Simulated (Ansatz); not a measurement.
The calculation used DFT PBE, scalar-relativistic, plane waves, PAW in Ansatz 0.2.0.

Plane waves to 420 eV, a k mesh through Γ of 6×6×4 on the computed 6-atom cell and Gaussian smearing (0.02 eV); no spin polarisation.

Structure with the computed forces (eV/Å) in the last three columns:

```xyz
6
Lattice="2.6898 -2.5475 0.0000 2.6898 2.5475 0.0000 0.0000 0.0000 6.5457" Properties=species:S:1:pos:R:3:forces:R:3 pbc="T T T" pressure_GPa=-4.30
C     0.0000    0.0000    0.0000    0.0000    0.0000    0.0000
C     2.6898    0.0000    3.2728    0.0000    0.0000    0.0000
O     2.6898   -1.5654    5.8741    0.0000   -1.6930    1.1170
O     2.6898    1.5654    0.6716    0.0000    1.6930   -1.1170
O     2.6898   -0.9821    2.6012    0.0000    1.6930    1.1170
O     2.6898    0.9821    3.9445    0.0000   -1.6930   -1.1170
```

Stress tensor (GPa, compression positive):

```
  1.84   0.00   0.00
  0.00 -10.73   0.00
  0.00   0.00  -4.01
```

The cell holds molecules, and where no dispersion correction was added their binding is poorly described.

This form isn't the usual stable structure of the compound.